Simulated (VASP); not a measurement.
Input of a VASP 6.6.1 run:

The input INCAR:

```
SYSTEM = AlN
ALGO = Normal ; EDIFF = 1E-7
EDIFFG = -0.02 ; ENCUT = 600
IBRION = 2 ; ISIF = 3
ISMEAR = -1 ; LASPH = .TRUE.
LCHARG = .FALSE. ; LMIXTAU = .TRUE.
LREAL = .FALSE. ; LWAVE = .FALSE.
METAGGA = R2SCAN ; NELM = 60
NSW = 60 ; PREC = Accurate
SIGMA = 0.05
```

Contents of KPOINTS:

```
k-points
0
G
  12 12 7
  0 0 0
```

The input POSCAR:

```
AlN
1.0
    3.1130000000      0.0000000000      0.0000000000
   -1.5565000000      2.6959370820      0.0000000000
    0.0000000000      0.0000000000      4.9810000000
Al N
2 2
Direct
    0.3333333333      0.6666666667      0.0000000000
    0.6666666667      0.3333333333      0.5000000000
    0.3333333333      0.6666666667      0.3800000000
    0.6666666667      0.3333333333      0.8800000000
```

Potentials or basis: VASP PAW PBE potentials, release 64 (Al, N).

The run is started by

```console
$ cat potpaw_PBE.64/Al/POTCAR potpaw_PBE.64/N/POTCAR > POTCAR
$ mpirun -np 1 vasp_std > vasp.out
```

Problem. Predict the relaxed cell.

Solution. a = 3.104 Å, b = 3.104 Å, c = 4.981 Å, α = 90.00°, β = 90.00°, γ = 120.00°.

Problem. What does it give for the relaxed volume?

Solution. 10.39 Å³/atom.

Problem. What does it give for the space group after relaxing (to 0.05 Å)?

Solution. P6_3mc (No. 186).

Final structure:
```
CELL_PARAMETERS angstrom
3.10406 0.00000 0.00000
-1.55203 2.68820 0.00000
0.00000 0.00000 4.98074
ATOMIC_POSITIONS crystal
Al 0.33333 0.66667 0.99940
Al 0.66667 0.33333 0.49940
N 0.33333 0.66667 0.38060
N 0.66667 0.33333 0.88060
```

Caveat: the PAW data sets were made with another functional, which shifts forces and pressure a little.
